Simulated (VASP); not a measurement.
Wanted: the native input for a VASP 6.6.1 run.

| Quantity | Value |
| --- | --- |
| Task | relaxation of cell and atoms |
| Functional | PBEsol |
| Potentials or basis | VASP PAW PBE potentials, release 64 (In_d, Sb) |
| Cutoff | 600 eV |
| k mesh | 10 × 10 × 10 |
| Occupations | gaussian, width 0.03 eV |
| Spin | no spin polarisation |
| Further INCAR settings | ALGO = Normal; EDIFF = 1e-06; IBRION = 2; EDIFFG = -0.01; NSW = 90; ISIF = 3 |

The structure of InSb lies in POSCAR:

```
InSb
1.0
    0.0000000000      3.2391000000      3.2391000000
    3.2391000000      0.0000000000      3.2391000000
    3.2391000000      3.2391000000      0.0000000000
In Sb
1 1
Direct
    0.0000000000      0.0000000000      0.0000000000
    0.2500000000      0.2500000000      0.2500000000
```

One way to write it, as run:

INCAR

```
SYSTEM = InSb
PREC = Accurate
ENCUT = 600
EDIFF = 1E-6
ISMEAR = 0
SIGMA = 0.03
LREAL = .False.
LASPH = .True.
NELM = 80
ALGO = Normal
ISIF = 3
LWAVE = .False.
LCHARG = .False.
GGA = PS
IBRION = 2
NSW = 90
EDIFFG = -0.01
```

KPOINTS

```
regular mesh
0
Gamma
  10 10 10
  0 0 0
```

Potentials or basis: VASP PAW PBE potentials, release 64 (In_d, Sb).

Command:

```sh
$ cat potpaw_PBE.64/In_d/POTCAR potpaw_PBE.64/Sb/POTCAR > POTCAR
$ mpirun -np 1 vasp_std > vasp.out
```

Results of the run:

* Relaxed volume: 34.66 Å³/atom
* Relaxed cell: a = 4.611 Å, b = 4.611 Å, c = 4.611 Å, α = 60.00°, β = 60.00°, γ = 60.00°
* Space group after relaxing (to 0.05 Å): F-43m (No. 216)
* Energy gained by relaxing: 1.8 meV/atom
* Ionic steps: 3
* Pressure after relaxing: 0.0 GPa
* Band gap on the k mesh: none (metal or under the smearing width)

Caveat: the PAW data sets were made with another functional, which shifts forces and pressure a little; this crystal is a semiconductor, whose small gap the functional closes, so the metal is an error of the method.

It took 120 s on 1 thread of Intel(R) Xeon(R) Platinum 8488C (Sapphire Rapids), with other jobs on the host, peak memory 0.27 GiB.
